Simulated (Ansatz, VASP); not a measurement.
## Ca in VASP and in Ansatz

```
Ca
1.0
    -2.15259    2.15259    2.15259
     2.15259   -2.15259    2.15259
     2.15259    2.15259   -2.15259
Ca
1
Cartesian
  0.0000 0.0000 0.0000
```

Alike in both runs: functional PBE; dispersion D3(BJ); k mesh 14 × 14 × 14; occupations gaussian, width 0.1 eV; no spin polarisation.

Ansatz relaxed the structure, and its values are those at the end. VASP's run is a single point on that final structure, the one shown.

|  | VASP | Ansatz |
| --- | --- | --- |
| version | VASP 6.6.1 | Ansatz 0.2.0 |
| potentials or method | VASP PAW PBE potentials, release 64 (Ca_sv) | scalar-relativistic, plane waves, PAW |
| plane-wave cutoff (eV) | 520 | 420 |
| valence electrons in the cell | 10 | 10 |

```tsv
	VASP	Ansatz	Ansatz less VASP
gap on the k mesh at the Fermi level (eV)	none	none	-
pressure (GPa)	0.0	0.0	-0.01
```

A gap of «none» marks a metal or a gap that the smearing closes.

Caveats: pairwise dispersion overbinds metals, which lowers pressure and volume.
